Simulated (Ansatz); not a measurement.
# CoO (R-3m) in Ansatz: notebook

One crystal, CoO, is run at these levels: PBE; tasks: single point.

Everything below comes from runs of Ansatz 0.2.0. Logs are shortened: lines on timing, memory, paths and dates and some standing lists are left out, and cuts for length are marked.

**1. The structure**

The structure is trigonal, space group R-3m (No. 166). Conventional cell: a = 3.011 Å, b = 3.011 Å, c = 7.320 Å, α = 90.00°, β = 90.00°, γ = 120.00°. Co (site symmetry -3m) is surrounded by 6 O at 2.12 Å. O (site symmetry -3m) is surrounded by 6 Co at 2.12 Å.

The cell is a database's computed one.

**2. Single point, PBE, collinear spin, ferromagnetic start**

Input file input.yaml:

```yaml
crystal:
  lattice:
    - [1.5054695445, 0.8691832468, 2.4399269062]
    - [-1.5054695445, 0.8691832468, 2.4399269062]
    - [0.0, -1.7383664936, 2.4399269062]
  atoms:
    - { symbol: Co, position: [0.0, 0.0, 0.0], spin: 2.0 }
    - { symbol: O, position: [0.5, 0.5, 0.5] }
hamiltonian:
  xc: pbe
  pseudopotentials: { kind: paw }
magnetization:
  spin_polarized: true
kpoints:
  mp_grid: { grid: [11, 11, 11] }
scf:
  occupations: { method: gaussian, width: 0.018 }
output:
  forces: true
  stress: true
  eigenvalues: true
```

Potentials or basis: Ansatz PAW.

Started as:

```console
$ ansatz run input.yaml --threads 2 --pin off --max-ram 5632MiB --backend cpu --events-out ev --progress --plain --runs-dir out
```

Standard output:

```text
Warning: RAYON_NUM_THREADS=2 ignored (pool sized by the plan → 2); use --threads N
Engine: ansatz 0.2.0, x86_64-unknown-linux-gnu
Pseudopotentials: kind: paw
Pseudopotential: Co, paw, valence charge 17, recommended cutoff 420 eV (normal), Co.paw.azcp
Pseudopotential: O, paw, valence charge 6, recommended cutoff 420 eV (normal), O.paw.azcp
Functional definition: PBE
  parameter kappa = 0.804
  parameter beta = 0.06672455060314922
  exchange = pbe_x(kappa = kappa, mu = beta*pi^2/3)
  correlation = pbe_c(beta = beta)
Crystal: 2 atoms, lattice volume = 19.156 Å³
Basis set: ecut = 420 eV, 339 PW (Γ), exchange–correlation on 48×48×48 points (8 copies of the dense FFT grid, shifted against one another)
Bands: 17, of which v1, the nominal top of the filled ones, is band 12 counted from 1 (11 counted from 0)
Symmetry: 12 space group operations
Space group: R-3m (ITA 166), of the structure as read, at distance tolerance 2.7e-5 Å
Magnetic group: BNS 166.97 (UNI 1327), of the structure as read, at distance tolerance 2.7e-5 Å
k-points: 146 of 1331
Non-local potential: Co, projectors of the file, l = 0: 3, l = 1: 2, l = 2: 3, l = 3: 1
Non-local potential: O, projectors of the file, l = 0: 2, l = 1: 2, l = 2: 1
PAW form: soft (Blöchl's): semilocal exchange-correlation on the pseudo side does not see the compensation charge
PAW one-centre angular grid: Co, 590 points (default); XC on 64 Gauss nodes
PAW one-centre angular grid: O, 110 points (default); XC on 64 Gauss nodes
Initial density: superposition of atomic densities (chi_scale 0.1, normalization cell, long waves kept (reshape's long-wave potential 0.00 eV rms))
Starting moments: Σ|m| = 2 μB on 1 of 2 sites
Initial wavefunctions: pseudopotential atomic-orbital guess
Functional: x = pbe(κ = 0.804, μ = 0.2195149727645171), c = pbe(β = 0.06672455060314922)
SCF iter   1: F=—  HF=-5691.123341 eV  |F-HF|=—  |Δ(HF+E_count)|=         —  Δρ=1.16e-1 (↑1.16e-1 ↓9.76e-2)  dr2=5.97e0  dr2_m=1.55e-1  M=2.113 μB ∫|m|=2.114 μB  β_m=0.30  ethr=3.10e-3  ⟨swp⟩=5.0  Hψ=22055  notcnv=0
Mixer restart at iter 1: flushing history
preconditioner: auto → none  [metal: Δε(μ)=0.001 eV  Ē_g=13.195 eV  σ=0.018 eV  W_gap=0.02  n_scr=8 (ndim 8)  ℏωp=32.9 eV  f_vac=0.000  D(μ)=6.86/eV (n_scr^D=168)  sad-step TF]
SCF iter   2: F=—  HF=-5691.863567 eV  |F-HF|=—  |Δ(HF+E_count)|=   7.40e-1  Δρ=9.83e-2 (↑9.83e-2 ↓7.48e-2)  dr2=4.90e-1  dr2_m=1.18e0  M=2.786 μB ∫|m|=2.786 μB  β_m=0.38  ethr=3.10e-3  ⟨swp⟩=3.0  Hψ=12356  notcnv=0  defer=239
SCF iter   3: F=—  HF=-5692.124906 eV  |F-HF|=—  |Δ(HF+E_count)|=   2.61e-1  Δρ=8.98e-2 (↑6.43e-2 ↓8.98e-2)  dr2=1.76e-1  dr2_m=9.66e-1  M=3.000 μB ∫|m|=3.003 μB  β_m=0.56  ethr=2.13e-3  ⟨swp⟩=2.2  Hψ=8814  notcnv=0  defer=249
SCF iter   4: F=—  HF=-5692.031105 eV  |F-HF|=—  |Δ(HF+E_count)|=         —  Δρ=2.11e-2 (↑2.10e-2 ↓2.11e-2)  dr2=3.46e-2  dr2_m=6.49e-2  M=2.856 μB ∫|m|=2.865 μB  β_m=0.69  ethr=7.66e-4  ⟨swp⟩=2.3  Hψ=10071  notcnv=0  defer=261
Mixer restart at iter 4: flushing history
SCF iter   5: F=—  HF=-5692.091293 eV  |F-HF|=—  |Δ(HF+E_count)|=   6.02e-2  Δρ=2.68e-2 (↑1.66e-2 ↓2.68e-2)  dr2=8.24e-2  dr2_m=6.09e-2  M=2.989 μB ∫|m|=3.001 μB  β_m=0.82  ethr=1.51e-4  ⟨swp⟩=3.0  Hψ=10256  notcnv=0  defer=259
SCF iter   6: F=—  HF=-5692.138064 eV  |F-HF|=—  |Δ(HF+E_count)|=   4.68e-2  Δρ=2.88e-2 (↑1.37e-2 ↓2.88e-2)  dr2=2.06e-1  dr2_m=1.52e-2  M=2.833 μB ∫|m|=2.846 μB  β_m=0.61  ethr=1.51e-4  ⟨swp⟩=3.0  Hψ=13002  notcnv=0  defer=253
SCF iter   7: F=—  HF=-5692.101492 eV  |F-HF|=—  |Δ(HF+E_count)|=   3.66e-2  Δρ=2.79e-3 (↑2.65e-3 ↓2.79e-3)  dr2=2.80e-3  dr2_m=1.26e-5  M=2.940 μB ∫|m|=2.956 μB  β_m=0.51  ethr=1.51e-4  ⟨swp⟩=3.0  Hψ=12360  notcnv=0  defer=215
SCF iter   8: F=—  HF=-5692.100649 eV  |F-HF|=—  |Δ(HF+E_count)|=   8.43e-4  Δρ=5.01e-4 (↑2.71e-4 ↓5.01e-4)  dr2=3.43e-5  dr2_m=1.17e-5  M=2.935 μB ∫|m|=2.951 μB  β_m=0.75  ethr=1.22e-5  ⟨swp⟩=2.5  Hψ=9391  notcnv=0  defer=215
SCF iter   9: F=—  HF=-5692.100722 eV  |F-HF|=—  |Δ(HF+E_count)|=   7.33e-5  Δρ=5.61e-4 (↑5.61e-4 ↓5.25e-4)  dr2=1.65e-6  dr2_m=5.04e-5  M=2.939 μB ∫|m|=2.955 μB  β_m=0.75  ethr=1.49e-7  ⟨swp⟩=2.0  Hψ=7694  notcnv=0  defer=215
SCF iter  10: F=—  HF=-5692.100717 eV  |F-HF|=—  |Δ(HF+E_count)|=   4.59e-6  Δρ=2.59e-4 (↑1.06e-4 ↓2.59e-4)  dr2=3.13e-6  dr2_m=5.00e-6  M=2.942 μB ∫|m|=2.958 μB  β_m=0.88  ethr=7.18e-9  ⟨swp⟩=2.0  Hψ=7869  notcnv=0  defer=215
SCF iter  11: F=—  HF=-5692.100726 eV  |F-HF|=—  |Δ(HF+E_count)|=   8.41e-6  Δρ=3.21e-4 (↑3.08e-4 ↓3.21e-4)  dr2=1.13e-6  dr2_m=1.68e-5  M=2.944 μB ∫|m|=2.961 μB  β_m=0.88  ethr=7.18e-9  ⟨swp⟩=2.0  Hψ=8349  notcnv=0  defer=215
SCF iter  12: F=—  HF=-5692.100725 eV  |F-HF|=—  |Δ(HF+E_count)|=   9.49e-7  Δρ=6.41e-5 (↑1.29e-5 ↓6.41e-5)  dr2=1.24e-7  dr2_m=2.17e-7  M=2.943 μB ∫|m|=2.959 μB  β_m=0.94  ethr=4.91e-9  ⟨swp⟩=2.1  Hψ=7255  notcnv=0  defer=215
SCF iter  13: F=—  HF=-5692.100726 eV  |F-HF|=—  |Δ(HF+E_count)|=   9.75e-7  Δρ=7.57e-5 (↑6.57e-5 ↓7.57e-5)  dr2=9.87e-8  dr2_m=8.46e-7  M=2.943 μB ∫|m|=2.959 μB  β_m=0.97  ethr=5.40e-10  ⟨swp⟩=2.2  Hψ=8427  notcnv=0  defer=215
SCF iter  14: F=—  HF=-5692.100726 eV  |F-HF|=—  |Δ(HF+E_count)|=   2.90e-8  Δρ=4.83e-6 (↑1.85e-6 ↓4.83e-6)  dr2=4.52e-9  dr2_m=7.32e-10  M=2.942 μB ∫|m|=2.958 μB  β_m=0.98  ethr=4.29e-10  ⟨swp⟩=2.0  Hψ=7065  notcnv=0  defer=215
SCF iter  15: F=-5692.100726 eV  HF=-5692.100726 eV  |F-HF|=3.49e-8  |Δ(HF+E_count)|=   4.22e-9  Δρ=1.34e-5 (↑7.59e-6 ↓1.34e-5)  dr2=3.88e-8  dr2_m=9.74e-9  M=2.943 μB ∫|m|=2.959 μB  ethr=1.96e-11  ⟨swp⟩=3.6  Hψ=17913  notcnv=0
SCF 1 converged in 15 iterations: F = -5692.100726 eV  dr2 = 3.88e-8
SCF converged after 15 iterations
Magnetization: 2.9425 μB (12.9713 up, 10.0287 down)
Absolute magnetization: 2.9586 μB (∫|ρ↑−ρ↓|, with the PAW one-centre terms)
Spin contamination: 0.0076 ħ² per cell (⟨S²⟩ above its minimum at these occupations)
Per-site moments (μB) at R_I (Å): [(2.4984473865222525, 0.876038603632342), (0.3272294246529408, 0.876038603632342)]
Free energy (F): -5692.100726 eV
Harris-Foulkes:  -5692.100726 eV  (|F-HF|=3.49e-8)
Internal energy: -5692.100044 eV  (E = F + TS)
E sigma→0 (E₀):  -5692.100385 eV
Entropy (-TS):   -0.000682 eV (-0.341 meV/atom)
Fermi energy:    14.085129 eV
--- Per-component energies (eV) ---
  E_band       = -301.877748
  E_kinetic    = 617.783711
  E_local      = -3420.450512  (includes V_loc(G=0)·N_el)
  E_nonlocal   = 514.236235
  E_hartree    = 1404.702862
  E_xc         = -228.718968
  E_vxc        = -293.946712  (∫ρ·V_xc dr)
  E_paw        = -1676.971595  (= ΣΔE_a)
  E_vpaw       = -528.915013  (= ΣTr[D̂ρ^β])
  E_aug_tail   = 0.002498  (compensation charges beyond the density's cutoff)
  E_ewald      = -2902.684276
  E_smearing   = -0.000682  (= −TS)
  E_closure    = 0.000000  (closes the sum)
  Σ components = -5692.100726   (vs F -5692.100726, Δ=0.00e0)
--- Forces (eV/Å), atoms counted from 1 ---
  atom   1  Co    -0.00000000     0.00000000    -0.00000000
  atom   2  O      0.00000000    -0.00000000     0.00000000
  max |Σ_I F_I| component: 3.16e-30 eV/Å
--- Stress (GPa, compression-positive) ---
        0.341945       0.000000      -0.000000
        0.000000       0.341945      -0.000000
       -0.000000      -0.000000      -0.475416
  P = ⅓ Tr σ = 0.0695 GPa (0.695 kbar)
--- Band table (eV; the first three rows and the last of 292) ---
  k-point 0 ↑: bands = ["-82.8314", "-46.1027", "-46.1027", "-46.0797", "-6.2718", "10.7615", "10.7615", "10.8367", "10.8367", "10.8855", "10.9279", "10.9279", "10.9916", "15.0153", "30.8167", "32.0632", "32.0632"]
  k-point 1 ↑: bands = ["-82.8312", "-46.1055", "-46.1031", "-46.0804", "-6.1849", "9.9618", "9.9630", "9.9987", "10.9715", "11.0098", "11.2791", "11.6824", "11.7083", "15.5960", "29.1755", "31.7653", "31.9391"]
  k-point 2 ↑: bands = ["-82.8304", "-46.1132", "-46.1042", "-46.0821", "-5.9425", "8.6856", "9.2159", "9.2563", "11.1238", "11.1651", "11.4966", "12.5242", "12.5392", "16.7959", "26.9945", "30.6675", "30.7995"]
  k-point 145 ↓: bands = ["-79.7524", "-43.1260", "-43.0982", "-43.0962", "-4.4221", "6.5116", "9.2103", "9.3280", "13.9266", "13.9522", "14.2187", "16.4497", "16.7687", "19.8871", "24.2006", "27.1996", "28.0840"]
```

It took 7 s on 2 threads of Intel Xeon Platinum 8488C (Sapphire Rapids), shared host; peak memory 0.43 GiB.

Results:

| Quantity | Value |
| --- | --- |
| Free energy | -5692.1007 eV |
| Pressure | 0.1 GPa |
| Band gap on the k mesh | none (metal or under the smearing width) |
| Net moment | 2.94 μB per cell |
| Absolute moment | 2.96 μB per cell |
| Site moments | Co +2.50; O +0.33 μB |

Caveat: the pressure holds a Pulay correction of +0.7 GPa for the finite cutoff; a cell with one magnetic atom can't hold antiferromagnetic order, which such compounds often take; semilocal functionals often make such compounds metallic where correlation or magnetic order opens a gap, which also shifts bond lengths.

**3. Single point, PBE, collinear spin, ferromagnetic start**

Changes to input.yaml since step 2:

```diff
@@ -16,3 +16,3 @@
 scf:
-  occupations: { method: gaussian, width: 0.018 }
+  occupations: { method: gaussian, width: 0.019 }
 output:
@@ -21 +21,5 @@
   eigenvalues: true
+  write_density: true
+  write_potential: true
+  elf: true
+  volumetric_format: npy
```

Potentials or basis: Ansatz PAW.

Started as:

```console
$ ansatz run input.yaml --threads 2 --pin off --max-ram 5632MiB --backend cpu --events-out ev --progress --plain --runs-dir out
```

Standard output:

```text
Warning: RAYON_NUM_THREADS=2 ignored (pool sized by the plan → 2); use --threads N
[... 9 set-up lines as earlier in the session ...]
Crystal: 2 atoms, lattice volume = 19.156 Å³
Basis set: ecut = 420 eV, 339 PW (Γ), exchange–correlation on 48×48×48 points (8 copies of the dense FFT grid, shifted against one another)
Bands: 17, of which v1, the nominal top of the filled ones, is band 12 counted from 1 (11 counted from 0)
[... 2 set-up lines as earlier in the session ...]
Magnetic group: BNS 166.97 (UNI 1327), of the structure as read, at distance tolerance 2.7e-5 Å
k-points: 146 of 1331
[... 5 set-up lines as earlier in the session ...]
[... 22 lines left out ...]
SCF converged after 14 iterations
Magnetization: 2.9414 μB (12.9707 up, 10.0293 down)
Absolute magnetization: 2.9575 μB (∫|ρ↑−ρ↓|, with the PAW one-centre terms)
Spin contamination: 0.0076 ħ² per cell (⟨S²⟩ above its minimum at these occupations)
Per-site moments (μB) at R_I (Å): [(2.4977102024911697, 0.876038603632342), (0.32685422299310374, 0.876038603632342)]
Free energy (F): -5692.100765 eV
Harris-Foulkes:  -5692.100765 eV  (|F-HF|=2.04e-8)
Internal energy: -5692.100006 eV  (E = F + TS)
E sigma→0 (E₀):  -5692.100386 eV
Entropy (-TS):   -0.000758 eV (-0.379 meV/atom)
Fermi energy:    14.084926 eV
--- Per-component energies (eV) ---
  E_band       = -301.873539
  E_kinetic    = 617.784375
  E_local      = -3420.457132  (includes V_loc(G=0)·N_el)
  E_nonlocal   = 514.236888
  E_hartree    = 1404.708741
  E_xc         = -228.718904
  E_vxc        = -293.946624  (∫ρ·V_xc dr)
  E_paw        = -1676.972195  (= ΣΔE_a)
  E_vpaw       = -528.917021  (= ΣTr[D̂ρ^β])
  E_aug_tail   = 0.002498  (compensation charges beyond the density's cutoff)
  E_ewald      = -2902.684276
  E_smearing   = -0.000758  (= −TS)
  E_closure    = -0.000000  (closes the sum)
  Σ components = -5692.100765   (vs F -5692.100765, Δ=0.00e0)
--- Forces (eV/Å), atoms counted from 1 ---
  atom   1  Co    -0.00000000    -0.00000000     0.00000000
  atom   2  O      0.00000000     0.00000000     0.00000000
  max |Σ_I F_I| component: 4.73e-30 eV/Å
--- Stress (GPa, compression-positive) ---
        0.331068       0.000000      -0.000000
        0.000000       0.331068      -0.000000
       -0.000000      -0.000000      -0.482670
  P = ⅓ Tr σ = 0.0598 GPa (0.598 kbar)
--- Band table (eV; the first three rows and the last of 292) ---
  k-point 0 ↑: bands = ["-82.8305", "-46.1018", "-46.1018", "-46.0789", "-6.2719", "10.7622", "10.7622", "10.8366", "10.8366", "10.8854", "10.9287", "10.9287", "10.9922", "15.0153", "30.8167", "32.0634", "32.0634"]
  k-point 1 ↑: bands = ["-82.8303", "-46.1046", "-46.1022", "-46.0796", "-6.1850", "9.9621", "9.9631", "9.9989", "10.9723", "11.0105", "11.2797", "11.6826", "11.7085", "15.5960", "29.1756", "31.7654", "31.9392"]
  k-point 2 ↑: bands = ["-82.8295", "-46.1123", "-46.1033", "-46.0813", "-5.9426", "8.6857", "9.2162", "9.2565", "11.1246", "11.1658", "11.4973", "12.5245", "12.5395", "16.7959", "26.9946", "30.6676", "30.7996"]
  k-point 145 ↓: bands = ["-79.7525", "-43.1261", "-43.0982", "-43.0963", "-4.4228", "6.5112", "9.2098", "9.3276", "13.9264", "13.9521", "14.2186", "16.4495", "16.7684", "19.8870", "24.2001", "27.1996", "28.0839"]
```

Run time: 6.8 s. Hardware: 2 threads of Intel Xeon Platinum 8488C (Sapphire Rapids), shared host; peak memory 0.43 GiB.

What came out:

```
Free energy            : -5692.1008 eV
Pressure               : 0.1 GPa
Band gap on the k mesh : none (metal or under the smearing width)
Net moment             : 2.94 μB per cell
Absolute moment        : 2.96 μB per cell
Site moments           : Co +2.50; O +0.33 μB
```

Caveat: the pressure holds a Pulay correction of +0.7 GPa for the finite cutoff; a cell with one magnetic atom can't hold antiferromagnetic order, which such compounds often take; semilocal functionals often make such compounds metallic where correlation or magnetic order opens a gap, which also shifts bond lengths.

**4. Single point, PBE, collinear spin, ferromagnetic start**

Changes to input.yaml since step 3:

```diff
@@ -16,3 +16,3 @@
 scf:
-  occupations: { method: gaussian, width: 0.019 }
+  occupations: { method: gaussian, width: 0.02 }
 output:
@@ -21,5 +21 @@
   eigenvalues: true
-  write_density: true
-  write_potential: true
-  elf: true
-  volumetric_format: npy
```

Potentials or basis: Ansatz PAW.

Started as:

```console
$ ansatz run input.yaml --threads 2 --pin off --max-ram 5632MiB --backend cpu --events-out ev --progress --plain --runs-dir out
```

Standard output:

```text
Warning: RAYON_NUM_THREADS=2 ignored (pool sized by the plan → 2); use --threads N
[... 9 set-up lines as earlier in the session ...]
Crystal: 2 atoms, lattice volume = 19.156 Å³
Basis set: ecut = 420 eV, 339 PW (Γ), exchange–correlation on 48×48×48 points (8 copies of the dense FFT grid, shifted against one another)
Bands: 17, of which v1, the nominal top of the filled ones, is band 12 counted from 1 (11 counted from 0)
[... 2 set-up lines as earlier in the session ...]
Magnetic group: BNS 166.97 (UNI 1327), of the structure as read, at distance tolerance 2.7e-5 Å
k-points: 146 of 1331
[... 5 set-up lines as earlier in the session ...]
[... 23 lines left out ...]
SCF converged after 15 iterations
Magnetization: 2.9406 μB (12.9703 up, 10.0297 down)
Absolute magnetization: 2.9567 μB (∫|ρ↑−ρ↓|, with the PAW one-centre terms)
Spin contamination: 0.0076 ħ² per cell (⟨S²⟩ above its minimum at these occupations)
Per-site moments (μB) at R_I (Å): [(2.4971772429375916, 0.876038603632342), (0.3266030418494858, 0.876038603632342)]
Free energy (F): -5692.100806 eV
Harris-Foulkes:  -5692.100806 eV  (|F-HF|=9.74e-10)
Internal energy: -5692.099968 eV  (E = F + TS)
E sigma→0 (E₀):  -5692.100387 eV
Entropy (-TS):   -0.000838 eV (-0.419 meV/atom)
Fermi energy:    14.084702 eV
--- Per-component energies (eV) ---
  E_band       = -301.871589
  E_kinetic    = 617.784009
  E_local      = -3420.466841  (includes V_loc(G=0)·N_el)
  E_nonlocal   = 514.238997
  E_hartree    = 1404.717633
  E_xc         = -228.718596
  E_vxc        = -293.946226  (∫ρ·V_xc dr)
  E_paw        = -1676.973393  (= ΣΔE_a)
  E_vpaw       = -528.918800  (= ΣTr[D̂ρ^β])
  E_aug_tail   = 0.002498  (compensation charges beyond the density's cutoff)
  E_ewald      = -2902.684276
  E_smearing   = -0.000838  (= −TS)
  E_closure    = -0.000000  (closes the sum)
  Σ components = -5692.100806   (vs F -5692.100806, Δ=0.00e0)
--- Forces (eV/Å), atoms counted from 1 ---
  atom   1  Co    -0.00000000     0.00000000     0.00000000
  atom   2  O      0.00000000    -0.00000000    -0.00000000
  max |Σ_I F_I| component: 3.16e-30 eV/Å
--- Stress (GPa, compression-positive) ---
        0.324257       0.000000      -0.000000
        0.000000       0.324257      -0.000000
       -0.000000      -0.000000      -0.485647
  P = ⅓ Tr σ = 0.0543 GPa (0.543 kbar)
--- Band table (eV; the first three rows and the last of 292) ---
  k-point 0 ↑: bands = ["-82.8301", "-46.1014", "-46.1014", "-46.0785", "-6.2719", "10.7625", "10.7625", "10.8366", "10.8366", "10.8854", "10.9292", "10.9292", "10.9925", "15.0154", "30.8167", "32.0635", "32.0635"]
  k-point 1 ↑: bands = ["-82.8299", "-46.1042", "-46.1018", "-46.0792", "-6.1850", "9.9622", "9.9632", "9.9991", "10.9727", "11.0108", "11.2800", "11.6828", "11.7087", "15.5960", "29.1756", "31.7655", "31.9393"]
  k-point 2 ↑: bands = ["-82.8291", "-46.1119", "-46.1028", "-46.0809", "-5.9426", "8.6857", "9.2163", "9.2567", "11.1250", "11.1661", "11.4976", "12.5247", "12.5397", "16.7959", "26.9947", "30.6677", "30.7997"]
  k-point 145 ↓: bands = ["-79.7525", "-43.1262", "-43.0983", "-43.0963", "-4.4232", "6.5109", "9.2096", "9.3274", "13.9263", "13.9519", "14.2185", "16.4494", "16.7683", "19.8869", "24.1999", "27.1996", "28.0839"]
```

Wall time 6.1 s (2 threads of Intel Xeon Platinum 8488C (Sapphire Rapids), shared host); peak memory 0.43 GiB.

Results:

| Quantity | Value |
| --- | --- |
| Free energy | -5692.1008 eV |
| Pressure | 0.1 GPa |
| Band gap on the k mesh | none (metal or under the smearing width) |
| Net moment | 2.94 μB per cell |
| Absolute moment | 2.96 μB per cell |
| Site moments | Co +2.50; O +0.33 μB |

Caveat: the pressure holds a Pulay correction of +0.7 GPa for the finite cutoff; a cell with one magnetic atom can't hold antiferromagnetic order, which such compounds often take; semilocal functionals often make such compounds metallic where correlation or magnetic order opens a gap, which also shifts bond lengths.

[end of part 1 of 2]
